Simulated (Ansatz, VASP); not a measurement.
# Si53C55 (C_Si2): VASP beside Ansatz

Aim: how closely do two programs agree when they are given the same cell, functional and k mesh? The structure shown is the start of the Ansatz relaxation below; VASP solves that cell, so the two are compared at the walk's first step.

Program: Ansatz 0.2.0. Level of theory: plane waves, with VASP 6.6.1 beside it; single point at r2SCAN. Results are calculated unless marked as measured.

**1. Set-up**

The cell holds 108 atoms: 53 Si and 55 C. Its edges and angles: a = 9.236 Å, b = 9.236 Å, c = 15.108 Å, α = 90.0°, β = 90.0°, γ = 120.0°. It derives from SiC (SiC (P6_3mc)). Nearest the centre at fractional (0.556, 0.444, 0.667): C78 at 0.05 Å, C99 at 1.86 Å, C74 at 1.87 Å, C83 at 1.87 Å, C81 at 1.93 Å, Si21 at 3.03 Å, Si44 at 3.03 Å, Si28 at 3.05 Å.

**2. Ansatz: relaxation, r2SCAN**

Ansatz runs on its PAW soft_1 files.

The two programs are compared at the cell with which this relaxation starts, whose forces are those of its first step.

The input, input.yaml:

```yaml
crystal:
  lattice:
    - [9.23599493, 0.0, 0.0]
    - [-4.61799746, 7.99860624, 0.0]
    - [0.0, 0.0, 15.1078644]
  atoms:
    - { symbol: Si, position: [0.11111111, 0.22222222, 0.8329854] }
    - { symbol: Si, position: [0.22222222, 0.11111111, 0.3329854] }
    - { symbol: Si, position: [0.22222222, 0.11111111, 0.66650102] }
[... 5 atom lines left out ...]
    - { symbol: C, position: [0.11111111, 0.22222222, 0.70799668] }
[... 7 atom lines left out ...]
    - { symbol: Si, position: [0.0, 0.33333333, 0.49972248] }
[... 1 atom line left out ...]
    - { symbol: C, position: [0.0, 0.33333333, 0.87436694] }
[... 1 atom line left out ...]
    - { symbol: C, position: [0.11111111, 0.55555556, 0.70799668] }
[... 1 atom line left out ...]
    - { symbol: C, position: [0.22222222, 0.44444444, 0.54152848] }
[... 1 atom line left out ...]
    - { symbol: Si, position: [0.11111111, 0.88888889, 0.8329854] }
    - { symbol: Si, position: [0.22222222, 0.77777778, 0.3329854] }
[... 1 atom line left out ...]
    - { symbol: Si, position: [0.11111111, 0.88888889, 0.16650102] }
[... 3 atom lines left out ...]
    - { symbol: C, position: [0.0, 0.66666667, 0.37436694] }
[... 1 atom line left out ...]
    - { symbol: C, position: [0.22222222, 0.77777778, 0.20799668] }
[... 1 atom line left out ...]
    - { symbol: C, position: [0.11111111, 0.88888889, 0.04152848] }
[... 5 atom lines left out ...]
    - { symbol: Si, position: [0.33333333, 0.0, 0.99972248] }
[... 1 atom line left out ...]
    - { symbol: C, position: [0.33333333, 0.0, 0.37436694] }
[... 1 atom line left out ...]
    - { symbol: C, position: [0.55555556, 0.11111111, 0.20799668] }
[... 1 atom line left out ...]
    - { symbol: C, position: [0.44444444, 0.22222222, 0.04152848] }
[... 1 atom line left out ...]
    - { symbol: Si, position: [0.55555556, 0.44444444, 0.3329854] }
[... 1 atom line left out ...]
    - { symbol: Si, position: [0.44444444, 0.55555556, 0.16650102] }
[... 3 atom lines left out ...]
    - { symbol: C, position: [0.33333333, 0.33333333, 0.37436694] }
[... 1 atom line left out ...]
    - { symbol: C, position: [0.55555556, 0.44444444, 0.20799668] }
[... 3 atom lines left out ...]
    - { symbol: Si, position: [0.55555556, 0.77777778, 0.3329854] }
[... 1 atom line left out ...]
    - { symbol: Si, position: [0.44444444, 0.88888889, 0.16650102] }
[... 1 atom line left out ...]
    - { symbol: Si, position: [0.33333333, 0.66666667, 0.99972248] }
[... 1 atom line left out ...]
    - { symbol: C, position: [0.33333333, 0.66666667, 0.37436694] }
[... 3 atom lines left out ...]
    - { symbol: C, position: [0.44444444, 0.88888889, 0.04152848] }
[... 1 atom line left out ...]
    - { symbol: Si, position: [0.88888889, 0.11111111, 0.3329854] }
[... 1 atom line left out ...]
    - { symbol: Si, position: [0.77777778, 0.22222222, 0.16650102] }
[... 1 atom line left out ...]
    - { symbol: Si, position: [0.66666667, 0.0, 0.99972248] }
    - { symbol: C, position: [0.66666667, 0.0, 0.87436694] }
    - { symbol: C, position: [0.66666667, 0.0, 0.37436694] }
    - { symbol: C, position: [0.77777778, 0.22222222, 0.70799668] }
[... 1 atom line left out ...]
    - { symbol: C, position: [0.88888889, 0.11111111, 0.54152848] }
[... 1 atom line left out ...]
    - { symbol: Si, position: [0.77777778, 0.55555556, 0.8329854] }
[... 1 atom line left out ...]
    - { symbol: Si, position: [0.88888889, 0.44444444, 0.66650102] }
[... 1 atom line left out ...]
    - { symbol: Si, position: [0.66666667, 0.33333333, 0.49972248] }
[... 3 atom lines left out ...]
    - { symbol: C, position: [0.77777778, 0.55555556, 0.70799668] }
[... 3 atom lines left out ...]
    - { symbol: Si, position: [0.77777778, 0.88888889, 0.8329854] }
    - { symbol: Si, position: [0.88888889, 0.77777778, 0.3329854] }
    - { symbol: Si, position: [0.88888889, 0.77777778, 0.66650102] }
[... 1 atom line left out ...]
    - { symbol: Si, position: [0.66666667, 0.66666667, 0.49972248] }
[... 1 atom line left out ...]
    - { symbol: C, position: [0.66666667, 0.66666667, 0.87436694] }
    - { symbol: C, position: [0.66666667, 0.66666667, 0.37436694] }
    - { symbol: C, position: [0.77777778, 0.88888889, 0.70799668] }
[... 1 atom line left out ...]
    - { symbol: C, position: [0.88888889, 0.77777778, 0.54152848] }
    - { symbol: C, position: [0.77777778, 0.88888889, 0.04152848] }
  host:
    repeats: [3, 3, 1]
    atoms:
      - { symbol: Si, position: [0.33333333, 0.66666667, 0.8329854] }
      - { symbol: Si, position: [0.66666667, 0.33333333, 0.3329854] }
      # ... 10 more atoms of the perfect host
basis:
  ecutwfc: 500
  xc_grid: 2
hamiltonian:
  xc: r2scan
  pseudopotentials: { kind: paw, azcp: { folder: soft_1 } }
kpoints:
  mp_grid: { grid: [1, 1, 1], shift: [0.25, 0.25, 0.25] }
scf:
  occupations: { method: fixed }
  max_iter: 100
output:
  forces: true
  charged_corrections:
    epsilon: [7.09, 7.09, 7.35]
    static_epsilon: [10.43, 10.43, 10.95]
    defect_position: [0.555556, 0.444444, 0.666501]
relax:
  f_tol: 0.02
  max_steps: 80
  random_displacement: { amplitude: 0.05, seed: 8782 }
checkpoint:
  write: "../q0.relax.run"
  compress: false
  write_wavefunctions: true
  write_every: 100000
```

Launch:

```console
ansatz run input.yaml --threads 8 --pin off --max-ram 15073MiB --backend cpu --events-out ev --progress --plain --runs-dir out
```

Numbers of over 12 decimals in the logs are rounded to 6 here.

The log of the run:

```text
Engine: ansatz 0.2.0, aarch64-unknown-linux-gnu
Pseudopotentials: kind: paw
Pseudopotential: Si, paw, valence charge 4, recommended cutoff 500 eV (meta_gga), soft_1/Si.paw.azcp
Pseudopotential: C, paw, valence charge 4, recommended cutoff 500 eV (meta_gga), soft_1/C.paw.azcp
Functional definition: r2SCAN
  parameter k0 = 0.174
  parameter k1 = 0.065
  parameter a1 = 4.9479
  exchange = r2scan_x(k0 = k0, k1 = k1, a1 = a1)
  correlation = r2scan_c
Crystal: 108 atoms, lattice volume = 1116.095 Å³
Basis set: ecut = 500 eV, 28399 PW (Γ), exchange–correlation on 144×144×240 points (8 copies of the dense FFT grid, shifted against one another)
Bands: 324, of which v1, the nominal top of the filled ones, is band 216 counted from 1 (215 counted from 0)
Symmetry: 1 space group operations
k-points: 1
Non-local potential: Si, projectors of the file, l = 0: 2, l = 1: 2, l = 2: 1
Non-local potential: C, projectors of the file, l = 0: 2, l = 1: 2, l = 2: 1
PAW form: soft (Blöchl's): semilocal exchange-correlation on the pseudo side does not see the compensation charge
PAW frozen core: Si, regenerated for the run's functional (the file was generated under x = pbe(κ = 0.804, μ = 0.219515), c = pbe(β = 0.066725))
PAW frozen core: C, regenerated for the run's functional (the file was generated under x = pbe(κ = 0.804, μ = 0.219515), c = pbe(β = 0.066725))
PAW one-centre angular grid: Si, 302 points (default); XC on 160 Gauss nodes
PAW one-centre angular grid: C, 302 points (default); XC on 219 of its mesh's 2255 points in the sphere
Initial density: superposition of atomic densities (chi_scale 0.1, normalization cell, long waves kept (reshape's long-wave potential 0.25 eV rms))
Initial wavefunctions: pseudopotential atomic-orbital guess
Functional: x = r2scan, c = r2scan; τ floored in thin density (d = 2e-4 eV/Å³)
SCF iter   1: F=—  HF=-47798.801433 eV  |F-HF|=—  |Δ(HF+E_count)|=         —  Δρ=1.32e-1  dr2=2.44e2  dr2_τ=2.72e1  ethr=3.10e-3  ⟨swp⟩=5.0  Hψ=1107  notcnv=0  defer=106
preconditioner: auto → Resta (q_TF=auto, 2.329 Å⁻¹)  ε∞=3.9  [insulator: Δε(μ)=3.519 eV  Ē_g=13.621 eV  n_scr=244 (ndim 8)  ℏωp=23.1 eV  f_vac=0.000  ε∞_Penn≈3.9]
SCF iter   2: F=—  HF=-47738.624610 eV  |F-HF|=—  |Δ(HF+E_count)|=    6.02e1  Δρ=4.91e-2  dr2=2.49e1  dr2_τ=2.88e0  ethr=3.10e-3  ⟨swp⟩=3.0  Hψ=678  notcnv=0  defer=103
SCF iter   3: F=—  HF=-47740.117793 eV  |F-HF|=—  |Δ(HF+E_count)|=    1.49e0  Δρ=1.93e-2  dr2=2.87e0  dr2_τ=1.37e-1  ethr=3.10e-3  ⟨swp⟩=2.0  Hψ=427  notcnv=0  defer=104
SCF iter   4: F=—  HF=-47740.685985 eV  |F-HF|=—  |Δ(HF+E_count)|=   5.68e-1  Δρ=6.11e-3  dr2=5.76e-1  dr2_τ=7.44e-2  ethr=6.65e-4  ⟨swp⟩=3.0  Hψ=422  notcnv=0  defer=106
SCF iter   5: F=—  HF=-47740.595945 eV  |F-HF|=—  |Δ(HF+E_count)|=   9.00e-2  Δρ=1.12e-3  dr2=9.69e-3  dr2_τ=8.31e-4  ethr=1.33e-4  ⟨swp⟩=3.0  Hψ=422  notcnv=0  defer=106
SCF iter   6: F=—  HF=-47740.598126 eV  |F-HF|=—  |Δ(HF+E_count)|=   2.18e-3  Δρ=2.58e-4  dr2=8.41e-4  dr2_τ=4.95e-5  ethr=2.24e-6  ⟨swp⟩=2.0  Hψ=530  notcnv=0  defer=106
SCF iter   7: F=—  HF=-47740.598256 eV  |F-HF|=—  |Δ(HF+E_count)|=   1.30e-4  Δρ=6.87e-5  dr2=4.34e-5  dr2_τ=3.11e-6  ethr=1.95e-7  ⟨swp⟩=2.0  Hψ=438  notcnv=0  defer=106
SCF iter   8: F=-47740.598263 eV  HF=-47740.598265 eV  |F-HF|=1.69e-6  |Δ(HF+E_count)|=   8.39e-6  Δρ=1.61e-5  dr2=3.57e-6  dr2_τ=3.58e-7  ethr=2.31e-9  ⟨swp⟩=4.0  Hψ=922  notcnv=0
SCF 1 converged in 8 iterations: F = -47740.598263 eV  dr2 = 3.57e-6
  greatest PAW one-centre occupation: 0.669 electrons in one spin orbital (limit 2), on the C atom at site 22 (counted from 0), in its partial waves of l = 0
relax step   1: F+E_penalty+E_count = -47740.59826295 eV  Δ(F+E_penalty+E_count) = +0.000e0 eV  max|allowed force component| = 2.389e0 eV/Å  Δτ_max = 0.0000 Å  (8 SCF iters, dr2 threshold 1.00e-5 eV, accepted)
Initial density: handed on by an earlier stage of this run
Initial wavefunctions: those handed on with the density
iter 1 solved again at ethr=2.87e-4 eV; its pass at ethr=3.10e-3 eV (dr2=1.24e0 eV) is discarded
SCF iter   1: F=—  HF=-47743.974947 eV  |F-HF|=—  |Δ(HF+E_count)|=         —  Δρ=9.92e-3  dr2=1.25e0  dr2_τ=1.16e0  ethr=2.87e-4  ⟨swp⟩=1.0  Hψ=1133  notcnv=0  defer=103
preconditioner: auto → Resta (q_TF=auto, 2.329 Å⁻¹)  ε∞=4.2  [insulator: Δε(μ)=3.053 eV  Ē_g=12.845 eV  n_scr=244 (ndim 8)  ℏωp=23.1 eV  f_vac=0.000  ε∞_Penn≈4.2]
SCF iter   2: F=—  HF=-47743.904011 eV  |F-HF|=—  |Δ(HF+E_count)|=   7.09e-2  Δρ=5.09e-3  dr2=2.82e-1  dr2_τ=3.66e-3  ethr=2.87e-4  ⟨swp⟩=3.0  Hψ=387  notcnv=0  defer=106
SCF iter   3: F=—  HF=-47743.856821 eV  |F-HF|=—  |Δ(HF+E_count)|=   4.72e-2  Δρ=1.07e-3  dr2=1.02e-2  dr2_τ=1.15e-3  ethr=6.52e-5  ⟨swp⟩=3.0  Hψ=387  notcnv=0  defer=106
SCF iter   4: F=—  HF=-47743.858009 eV  |F-HF|=—  |Δ(HF+E_count)|=   1.19e-3  Δρ=2.75e-4  dr2=6.94e-4  dr2_τ=4.04e-5  ethr=2.37e-6  ⟨swp⟩=2.0  Hψ=526  notcnv=0  defer=106
[...]
- { symbol: Si, position: [0.225092, 0.115527, 0.665681] }
    - { symbol: Si, position: [0.110978, 0.222390, 0.166430] }
    - { symbol: Si, position: [-0.000566044, 0.000657869, 0.499671] }
    - { symbol: Si, position: [0.000257041, -0.00020331, 0.999315] }
    - { symbol: C, position: [0.000448967, -0.00051344, 0.874033] }
    - { symbol: C, position: [-0.000789584, 0.000828216, 0.374562] }
    - { symbol: C, position: [0.110749, 0.221854, 0.707823] }
    - { symbol: C, position: [0.221984, 0.111744, 0.208385] }
    - { symbol: C, position: [0.221538, 0.111201, 0.541439] }
    - { symbol: C, position: [0.111317, 0.222205, 0.041405] }
    - { symbol: Si, position: [0.111144, 0.554788, 0.831919] }
    - { symbol: Si, position: [0.222210, 0.445042, 0.333653] }
    - { symbol: Si, position: [0.225140, 0.443151, 0.665654] }
    - { symbol: Si, position: [0.110951, 0.555694, 0.166263] }
    - { symbol: Si, position: [-0.000554891, 0.333613, 0.499653] }
    - { symbol: Si, position: [0.000250341, 0.333011, 0.999323] }
    - { symbol: C, position: [0.000458847, 0.332705, 0.874036] }
    - { symbol: C, position: [-0.000771824, 0.334024, 0.374545] }
    - { symbol: C, position: [0.111150, 0.555248, 0.707358] }
    - { symbol: C, position: [0.222002, 0.444660, 0.208396] }
    - { symbol: C, position: [0.221566, 0.444789, 0.541412] }
    - { symbol: C, position: [0.111363, 0.555757, 0.040713] }
    - { symbol: Si, position: [0.111177, 0.888719, 0.831938] }
    - { symbol: Si, position: [0.221670, 0.778357, 0.332881] }
    - { symbol: Si, position: [0.222135, 0.777810, 0.666037] }
    - { symbol: Si, position: [0.110944, 0.889055, 0.166243] }
    - { symbol: Si, position: [-0.000427498, 0.667252, 0.499720] }
    - { symbol: Si, position: [-0.000732633, 0.665915, 0.998382] }
    - { symbol: C, position: [-0.00171175, 0.665016, 0.871989] }
    - { symbol: C, position: [-0.000544807, 0.667571, 0.374622] }
    - { symbol: C, position: [0.111113, 0.888817, 0.707351] }
    - { symbol: C, position: [0.221853, 0.778135, 0.207904] }
    - { symbol: C, position: [0.221943, 0.778177, 0.541394] }
    - { symbol: C, position: [0.111382, 0.888699, 0.040698] }
    - { symbol: Si, position: [0.447152, 0.226708, 0.830368] }
    - { symbol: Si, position: [0.555004, 0.112147, 0.333650] }
    - { symbol: Si, position: [0.556997, 0.115757, 0.665662] }
    - { symbol: Si, position: [0.444289, 0.222389, 0.166493] }
    - { symbol: Si, position: [0.332846, 0.000558969, 0.499734] }
    - { symbol: Si, position: [0.334131, 0.000764594, 0.998381] }
    - { symbol: C, position: [0.334910, 0.00161579, 0.872005] }
    - { symbol: C, position: [0.332485, 0.000584036, 0.374631] }
    - { symbol: C, position: [0.456095, 0.244838, 0.703493] }
    - { symbol: C, position: [0.555356, 0.111747, 0.208383] }
    - { symbol: C, position: [0.555323, 0.111185, 0.541432] }
    - { symbol: C, position: [0.444620, 0.222250, 0.041430] }
    - { symbol: Si, position: [0.447042, 0.552900, 0.830358] }
    - { symbol: Si, position: [0.555059, 0.444992, 0.333415] }
[...]
- { symbol: Si, position: [0.665143, 0.334967, 0.502965] }
    - { symbol: Si, position: [0.666875, 0.333167, 0.999433] }
[...]
- { symbol: C, position: [0.888943, 0.444766, 0.541412] }
    - { symbol: C, position: [0.777820, 0.555462, 0.041427] }
    - { symbol: Si, position: [0.778053, 0.888514, 0.832626] }
    - { symbol: Si, position: [0.887883, 0.777884, 0.333646] }
    - { symbol: Si, position: [0.884417, 0.774841, 0.665656] }
    - { symbol: Si, position: [0.777602, 0.889013, 0.166423] }
    - { symbol: Si, position: [0.665049, 0.664934, 0.502967] }
    - { symbol: Si, position: [0.666863, 0.666253, 0.999420] }
    - { symbol: C, position: [0.667147, 0.666147, 0.874239] }
    - { symbol: C, position: [0.664953, 0.665545, 0.376527] }
    - { symbol: C, position: [0.778094, 0.889183, 0.707812] }
    - { symbol: C, position: [0.888250, 0.778012, 0.208379] }
    - { symbol: C, position: [0.888913, 0.778548, 0.541434] }
    - { symbol: C, position: [0.777874, 0.888766, 0.041393] }
```

[end of part 1 of 2]

[Lines on the potential files, build, host, timing and source positions are cut from VASP's logs without a mark.]

[Logs are printed without paths, hosts, clocks, repeated set-up lines and the standing remarks that a program may print on its own settings, such as how far it seeks lower states.]

[Hosts, paths, dates, database ids (printed as entryN), source tags and the programs' standing remarks are cut or masked in the printed files.]
